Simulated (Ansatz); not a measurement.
Runs of Ansatz 0.2.0 on Ge. Symmetry: P6_3mc, No. 186, hexagonal system. The conventional cell has a = 4.050 Å, b = 4.050 Å, c = 10.993 Å, α = 90.00°, β = 90.00°, γ = 120.00°. Ge (site symmetry 3m) is surrounded by 3 Ge at 2.44 Å. Around Ge (site symmetry 3m) lie 3 Ge at 2.44 Å. This isn't the form of Ge at room conditions, which is diamond.

```csv
share of exact exchange,gap on the mesh (eV),pressure (GPa),largest force (eV/Å)
0.4,1.91,-2.1,0.32
0.2,1.47,-1.1,(a)
0.5,2.04,-2.6,0.40
0.05,0.99,-0.4,0.05
0.15,1.32,-0.9,0.13
0.25,(c),-1.4,0.20
0.3,1.70,-1.6,0.24
0.1,1.15,(b),(d)
```

Alike in all rows: task single point; level HSE06 form with a typed share of exact exchange; potentials or basis Ansatz PAW; no spin polarisation; cell as given; k mesh 4 × 4 × 2; cutoff (eV) 420; smearing fermi-dirac 0.05 eV; the mesh is coarse, so values aren't converged.

**Question.** Fill in the values left out.

**Answer.** (a) 0.17; (b) -0.6; (c) 1.59; (d) 0.09.

Caveats: all runs use coarse meshes; the PAW data sets come from PBE, with cores solved anew for the run's functional, which leaves a small shift of forces and pressure; the thresholds are loose for stress.

A k mesh can miss the band edges, and the runs leave out spin-orbit coupling on Ge.
